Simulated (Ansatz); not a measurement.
NaF (Villiaumite) under changes of volume

One of the cells (12.487 Å³/atom); the others are scaled copies at fixed shape and fractional positions:

```
CELL_PARAMETERS angstrom
0.00000 2.32000 2.32000
2.32000 0.00000 2.32000
2.32000 2.32000 0.00000
ATOMIC_POSITIONS crystal
Na 0.00000 0.00000 0.00000
F 0.50000 0.50000 0.50000
```

| Quantity | Value |
| --- | --- |
| Program | Ansatz 0.2.0 |
| Functional | PBEsol |
| Potentials or basis | all-electron LAPW, scalar-relativistic |
| Cutoff | 284 eV (chosen from the basis error) |
| Basis error allowed | 0.0005 eV/atom |
| k mesh | 10 × 10 × 10 |
| Occupations | fermi-dirac, width 0.05 eV |
| Spin | no spin polarisation |

| volume (Å³/atom) | energy over the lowest point (meV/atom) | pressure (GPa) | gap on the mesh (eV) |
| --- | --- | --- | --- |
| 11.738 | ? | ? | ? |
| 11.988 | 2.17 | 1.8 | 6.37 |
| 12.237 | 0.26 | 0.7 | 6.26 |
| 12.487 | 0.00 | -0.3 | 6.15 |
| 12.737 | 1.20 | -1.2 | 6.05 |
| 12.987 | 3.72 | -2.0 | 5.95 |
| 13.236 | 7.40 | -2.7 | 5.86 |

**Question.** What does the run at 11.738 Å³/atom give?

**Answer.** Energy over the lowest point 5.91 meV/atom; pressure 3.0 GPa; gap on the mesh 6.48 eV.

Worked out: A Birch-Murnaghan fit of order 3 (a polynomial in V^(-2/3)) to the other rows has its minimum at 12.40 Å³/atom with B0 = V·E''(V) = 49 GPa and B' = 4.6. It gives 5.93 meV/atom at 11.738 Å³/atom, against the run's 5.91, and -dE/dV = 3.0 GPa, against 3.0. A straight line through the other rows of the gap, of slope -5.16 eV per unit of ln V (its deformation potential), extrapolates to 6.47 eV, against the run's 6.48.

Energies are extrapolated to zero smearing.

A mesh can miss the band edges.
